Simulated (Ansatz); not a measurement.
# As: the cost of one run

Computed with Ansatz 0.2.0 (DFT PBE, scalar-relativistic, plane waves, PAW, unless a step's input says otherwise).

## (1) The system as given

It takes space group Pm-3n (No. 223, cubic). Conventional cell: a = 5.432 Å, b = 5.432 Å, c = 5.432 Å, α = 90.00°, β = 90.00°, γ = 90.00°. As (site symmetry m-3) has 12 As at 3.04 Å as nearest neighbours. As (site symmetry -4m2) has 6 As at 2.72 to 3.04 Å as nearest neighbours.

Coordinates:

```
CELL_PARAMETERS angstrom
5.43158 0.00000 0.00000
0.00000 5.43158 0.00000
0.00000 0.00000 5.43158
ATOMIC_POSITIONS crystal
As 0.50000 0.50000 0.50000
As 0.00000 0.00000 0.00000
As 0.25000 0.00000 0.50000
As 0.50000 0.25000 0.00000
As 0.50000 0.75000 0.00000
As 0.75000 0.00000 0.50000
As 0.00000 0.50000 0.75000
As 0.00000 0.50000 0.25000
```

This is candidate A: beta-tungsten (A15) type (Pm-3n, No. 223).

(A quick probe on a coarse mesh, which set the mesh and smearing, is not shown.)

## (3) Relaxing cell and atoms (candidate A)

File input.yaml:

```yaml
crystal:
  lattice:
    - [5.4315837389, 0.0, 0.0]
    - [0.0, 5.4315837389, 0.0]
    - [0.0, 0.0, 5.4315837389]
  atoms:
    - { symbol: As, position: [0.5, 0.5, 0.5] }
    - { symbol: As, position: [0.0, 0.0, 0.0] }
    - { symbol: As, position: [0.25, 0.0, 0.5] }
    - { symbol: As, position: [0.5, 0.25, 0.0] }
    - { symbol: As, position: [0.5, 0.75, 0.0] }
    - { symbol: As, position: [0.75, 0.0, 0.5] }
    - { symbol: As, position: [0.0, 0.5, 0.75] }
    - { symbol: As, position: [0.0, 0.5, 0.25] }
basis:
  ecutwfc: 420
kpoints:
  mp_grid: { grid: [8, 8, 8] }
hamiltonian:
  xc: pbe
scf:
  occupations: { method: gaussian, width: 0.1 }
output:
  forces: true
  stress: true
  eigenvalues: true
relax:
  adjacent_minimum: "off"
  f_tol: 0.01
  max_steps: 80
  cell: { stress_tol: 0.05 }
```

What time and memory should one allow on 1 thread of an Arm CPU, shared host?

About 1.8 min, with a peak of 0.58 GiB.
